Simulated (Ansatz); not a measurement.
# TiO₂ — ¹⁷O NMR of the central transition

Cell: a Materials Project structure (computed, not necessarily an observed phase), taken as it stands.

```cif
data_TiO2
_symmetry_space_group_name_H-M 'C2/m'
_symmetry_Int_Tables_number 12
_cell_length_a 12.3072
_cell_length_b 3.7669
_cell_length_c 6.6162
_cell_angle_alpha 90.000
_cell_angle_beta 106.945
_cell_angle_gamma 90.000
loop_
_atom_site_label
_atom_site_type_symbol
_atom_site_symmetry_multiplicity
_atom_site_Wyckoff_symbol
_atom_site_fract_x
_atom_site_fract_y
_atom_site_fract_z
Ti1 Ti 4 i 0.8047 0.0000 0.7162
Ti2 Ti 4 i 0.0999 0.0000 0.7104
O5 O 4 i 0.0584 0.0000 0.3700
O6 O 4 i 0.6381 0.0000 0.7066
O7 O 4 i 0.1328 0.0000 0.0047
O9 O 4 i 0.7365 0.0000 0.3475
```

One atom of each set is listed; the run and its k-mesh use a cell of 12 atoms with edges of 6.44, 6.44, 6.62 Å.

All values are calculated (Ansatz; DFT, PBE, plane waves and PAW, scalar-relativistic, 420 eV cutoff, Γ-centred 7×7×4 k-points, Fermi–Dirac smearing 0.02 eV), not measured.

¹⁷O has I = 5/2 and Q = -25.58 mb (Pyykkö 2018); at 35.2 T its Larmor frequency is ν₀ = 203.3 MHz. Only the quadrupole interaction is simulated: positions count from each site's isotropic chemical shift, and J coupling is left out, as are shift anisotropy and dipolar coupling, which fast spinning averages.

Task: What does the ¹⁷O spectrum (fast magic-angle spinning) show for each site?

Result: 

| site | first shell | C_Q (MHz) | η | P_Q (MHz) | δ_QIS (ppm) | breadth (kHz) |
| --- | --- | --- | --- | --- | --- | --- |
| O5 | 3 Ti at 1.86–2.16 Å | -1.04 | 0.06 | 1.04 | -0.158 | 0.0702 |
| O6 | 3 Ti at 1.94–2.03 Å | -1.72 | 0.86 | 1.92 | -0.534 | 0.244 |
| O7 | 2 Ti at 1.78–1.87 Å, angle 168° | -0.706 | 0.72 | 0.765 | -0.0851 | 0.0396 |
| O9 | 4 Ti at 1.96–2.34 Å | 1.16 | 0.99 | 1.34 | -0.260 | 0.116 |

δ_QIS = −(ν_Q²/30ν₀²)[I(I+1) − 3/4](1 + η²/3) × 10⁶ ppm with ν_Q = 3|C_Q|/[2I(2I−1)]; it falls as 1/B₀² in ppm, and the breadth as 1/B₀ in kHz.

At O7 V_zz points along the line of its two bonds (within 6°).
